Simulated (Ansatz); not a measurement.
VH₂: how the free axis answers a strain

VH₂, Fm-3m, a = 4.164 Å. The structure is a COD entry; whether it is the stable form wasn't checked. Ansatz: PBEsol, PAW, 420 eV, Γ-centred 12×12×8 mesh on 6 atoms, Gaussian smearing 0.10 eV; no spin polarisation. Series: uniaxial strain along c, with a, b and atoms relaxed; x is the strain in per cent. The axes a, b, c are those of the computed cell (2.945, 2.945, 4.164 Å), along [1 1 0], [-1 1 0], [0 0 1] of the cell named above. y is the change of a in per cent of 2.945 Å.

| x (%) | y (%) |
| --- | --- |
| -3.0 | 0.93 |
| -2.0 | 0.61 |
| -1.0 | 0.30 |
| 0.0 | 0.00 |
| 1.0 | -0.29 |
| 2.0 | -0.57 |
| 3.0 | ? |

**Question.** Fit y = c1 x + c2 x² to the other rows, say what c1 measures, and predict the missing y.

**Answer.** Least squares on the rows shown. y = −0.2950 x + 0.005000 x². So −c1 = 0.295 is Poisson's ratio for this pair of axes. At x = 3.0 the fit asked for gives -0.84 %. The run gave -0.85 %, so the fit is 0.01 % too high, a small miss on the scale of the series.